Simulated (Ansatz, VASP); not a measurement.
TaN: VASP beside Ansatz

```
Ta N
1.0
     2.93800    0.00000    0.00000
    -1.46900    2.54438    0.00000
     0.00000    0.00000    2.88300
Ta N
1 1
Direct
  0.00000 0.00000 0.50000
  0.66667 0.33333 0.00000
```

Alike in both runs: functional LDA; k mesh 10 × 10 × 9; occupations fermi-dirac, width 0.05 eV; no spin polarisation; Hubbard terms Ta d U = 2.0 eV.

|  | VASP | Ansatz |
| --- | --- | --- |
| version | VASP 6.6.1 | Ansatz 0.2.0 |
| potentials or method | VASP PAW LDA potentials, release 64 (Ta_pv, N) | Ansatz PAW |
| plane-wave cutoff (eV) | 520 | 420 |
| valence electrons in the cell | 16 | 18 |
| task | single point | band structure |

```csv
,VASP,Ansatz,Ansatz less VASP
gap on the k mesh at the Fermi level (eV),none,none,-
pressure (GPa),-3.6,-9.9,-6.34
largest component of the traceless stress (GPa),0.42,1.46,+1.044
```

The programs project onto different local orbitals, so the same U acts differently. A gap of «none» marks a metal or a gap that the smearing closes. The two sets of potentials don't hold the same shells in valence.

Caveats: U without spin polarisation on a metal has little footing; the pressure holds a Pulay correction of +0.6 GPa for the finite cutoff (Ansatz); spin-orbit coupling is left out, which moves the levels of the heavy elements (Ansatz); the PAW data sets come from PBE, with cores solved anew for the run's functional, which leaves a small shift of forces and pressure (Ansatz). Spin-orbit coupling is left out, which matters for the levels of Ta.
